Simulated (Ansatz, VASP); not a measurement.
**One calculation of NaI, two programs**

```
Na I
1.0
     0.00000    3.47091    3.66544
     3.47091    0.00000    3.66544
     3.47091    3.47091    0.00000
Na I
1 1
Direct
  0.00000 0.00000 0.00000
  0.25000 0.25000 0.25000
```

Change from the starting cell: epitaxial_xy strain -2.0%.

Alike in both runs: task single point; functional r2SCAN; k mesh 6 × 6 × 6; no spin polarisation.

```csv
,VASP,Ansatz
version,VASP 6.6.1,Ansatz 0.2.0
potentials or method,"VASP PAW PBE potentials, release 64 (Na_pv, I)","plane waves, PAW"
plane-wave cutoff (eV),520,500
occupations,"gaussian, width 0.01 eV",fixed
valence electrons in the cell,14,26
```

|  | VASP | Ansatz | Ansatz less VASP |
| --- | --- | --- | --- |
| gap on the k mesh at the Fermi level (eV) | 4.41 | 4.40 | -0.005 |
| pressure (GPa) | 0.0 | 0.1 | +0.06 |
| largest component of the traceless stress (GPa) | 0.08 | 0.07 | -0.011 |

The two sets of potentials don't hold the same shells in valence.

Caveats: the PAW data sets were made with another functional, which shifts forces and pressure a little (VASP); spin-orbit coupling is left out, which moves the levels of the heavy elements.
